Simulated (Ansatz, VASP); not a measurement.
## One calculation of Y, two programs

The input INCAR:

```
SYSTEM = Y
ALGO = Normal
EDIFF = 1E-7
ENCUT = 520
ISIF = 2
ISMEAR = -1
LASPH = .True.
LCHARG = .False.
LREAL = .False.
LWAVE = .False.
NBANDS = 12
NELM = 80
PREC = Accurate
SIGMA = 0.08
```

KPOINTS

```
k-points
0
Gamma
  13 13 13
  0 0 0
```

The input POSCAR:

```
Y
1.0
    0.0000000000      2.0451636482      2.0451636482
    2.0451636482      0.0000000000      2.0451636482
    2.0451636482      2.0451636482      0.0000000000
Y
1
Direct
    0.0000000000      0.0000000000      0.0000000000
```

Input for Ansatz:

```yaml
crystal:
  lattice:
    - [0.0, 2.0451636482, 2.0451636482]
    - [2.0451636482, 0.0, 2.0451636482]
    - [2.0451636482, 2.0451636482, 0.0]
  atoms:
    - { symbol: "Y", position: [0.0, 0.0, 0.0] }
kpoints:
  mp_grid: { grid: [13, 13, 13] }
scf:
  occupations: { method: fermi_dirac, width: 0.08 }
hamiltonian:
  xc: lda
  pseudopotentials: { kind: paw }
output:
  forces: true
  stress: true
  eigenvalues: true
  populations: true
```

Change from the starting cell: volume scaled by 0.58, PAW files.

Alike in both runs: task single point; functional LDA; k mesh 13 × 13 × 13; occupations fermi-dirac, width 0.08 eV; no spin polarisation.

|  | VASP | Ansatz |
| --- | --- | --- |
| version | VASP 6.6.1 | Ansatz 0.2.0 |
| potentials or method | VASP PAW LDA potentials, release 64 (Y_sv) | PAW with Ansatz's default frozen-core files, scalar-relativistic |
| plane-wave cutoff (eV) | 520 | 420 |
| valence electrons in the cell | 11 | 11 |

VASP gave:

- pressure (GPa): 54.3

Question: Estimate Ansatz's values.

Answer: Pressure (GPa): 54.5.

Caveats: so large a pressure means that the cell lies far from this level's equilibrium, or that cutoff or potentials fall short (VASP).
